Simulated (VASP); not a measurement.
Here is a VASP 6.6.1 calculation.

File INCAR:

```
PREC = Accurate
ENCUT = 600
EDIFF = 1E-6
ISMEAR = -1
SIGMA = 0.05
LREAL = False
LASPH = True
NELM = 100
ALGO = Normal
ISIF = 3
LWAVE = False
LCHARG = False
IBRION = 2
NSW = 40
EDIFFG = -0.01
```

Contents of KPOINTS:

```
Automatic mesh
0
Gamma
  8 8 8
```

POSCAR

```
Al2Au
1.0
    0.0000000000      3.0000000000      3.0000000000
    3.0000000000      0.0000000000      3.0000000000
    3.0000000000      3.0000000000      0.0000000000
Au Al
1 2
Direct
    0.0000000000      0.0000000000      0.0000000000
    0.7500000000      0.7500000000      0.7500000000
    0.2500000000      0.2500000000      0.2500000000
```

Potentials or basis: VASP PAW LDA potentials, release 64 (Au, Al).

Launch:

```console
$ cat potpaw_LDA.64/Au/POTCAR potpaw_LDA.64/Al/POTCAR > POTCAR
$ mpirun -np 1 vasp_std > vasp.out
```

(1) What does it give for the relaxed volume?

(2) Predict the band gap on the k mesh.

(3) What does it give for the space group after relaxing (to 0.05 Å)?

Answers

(1) 17.63 Å³/atom.

(2) none (metal or under the smearing width).

(3) Fm-3m (No. 225).
